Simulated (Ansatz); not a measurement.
## La: energy change per atom and pressure as volume scale varies

All results are calculated (Ansatz 0.2.0). Plane-wave DFT, scalar-relativistic PAW made under PBE with cores redone for the functional, no dispersion; the given relaxed cell is scaled uniformly, energy at zero smearing counts from the unscaled cell, pressure at the given Fermi-Dirac smearing is positive in compression.

The cell before it is scaled or strained (space group Im-3m, No. 229):
```
CELL_PARAMETERS angstrom
-2.15300 2.15300 2.15300
2.15300 -2.15300 2.15300
2.15300 2.15300 -2.15300
ATOMIC_POSITIONS crystal
La 0.00000 0.00000 0.00000
```

Settings of every row: spin polarised no; functional RPBE; wave cutoff 420 eV; smearing width 0.1 eV; k mesh 12x12x12.

Atom starting moment: 0 on all atoms.

Limits: the cell comes from a prototype or a list of computed structures and needn't be the stable phase.

```csv
row,volume scale,V (Å³/atom),energy change per atom (meV),pressure (GPa)
1,0.88,35.13,48.7,3.66
2,0.92,36.727,?,?
3,0.96,38.323,4.17,1.04
4,1.04,41.517,5.77,-0.91
5,1.08,43.114,20.04,-1.67
6,1.12,44.711,41.52,-2.33
```

Question: what energy change per atom and pressure should row 2 give?

Worked fit of energy change per atom. Take u = (V_r/V)^(2/3) − 1 with V_r = 41.517 Å³ an atom, which is twice the finite (Eulerian) strain; such expansions in the strain, on which the Birch-Murnaghan equation of state is built, carry the rest volume and the bulk modulus. The shown rows have u = 0.1178, 0.05482, 0, -0.02485, -0.04821. Least squares give energy change per atom = 6.259 − 407.495 × u + 6531.39 × u² meV; a straight line predicts inner rows, each left out in turn, worse (root mean square 22 against 1 meV). The rows lie off it by -0.19, 0.62, -0.49, -0.38, 0.44 (root mean square 0.45 meV). The withheld row has u = 0.08516, so the fit gives 6.259 − 407.495 × (0.08516) + 6531.39 × (0.08516)² = 18.92 meV.

The calculation gave 19.88 meV. The fit lies 0.96 meV (4.8 % of the value, 2.2 % of the column's range) below it; its largest miss of a shown row is 0.62 meV.

Worked fit of pressure. Take u = (V_r/V)^(2/3) − 1 with V_r = 41.517 Å³ an atom, which is twice the finite (Eulerian) strain; such expansions in the strain, on which the Birch-Murnaghan equation of state is built, carry the rest volume and the bulk modulus. The shown rows have u = 0.1178, 0.05482, 0, -0.02485, -0.04821. Least squares give pressure = −0.902 + 32.307 × u + 54.62 × u² GPa; a straight line predicts inner rows, each left out in turn, worse (root mean square 0.18 against 0.012 GPa). The rows lie off it by 0.00, 0.01, -0.01, 0.00, 0.00. The pressure vanishes at u = 0.0267, or V = 39.91 Å³ an atom, and there the bulk modulus at fixed shape and fractions is B = −V dP/dV = (2/3)(1 + u) dP/du = 24.1 GPa. The withheld row has u = 0.08516, so the fit gives −0.902 + 32.307 × (0.08516) + 54.62 × (0.08516)² = 2.25 GPa.

The calculation gave 2.26 GPa. The fit lies 0.01 GPa (0.17 % of the column's range) below it, one unit of the last digit.
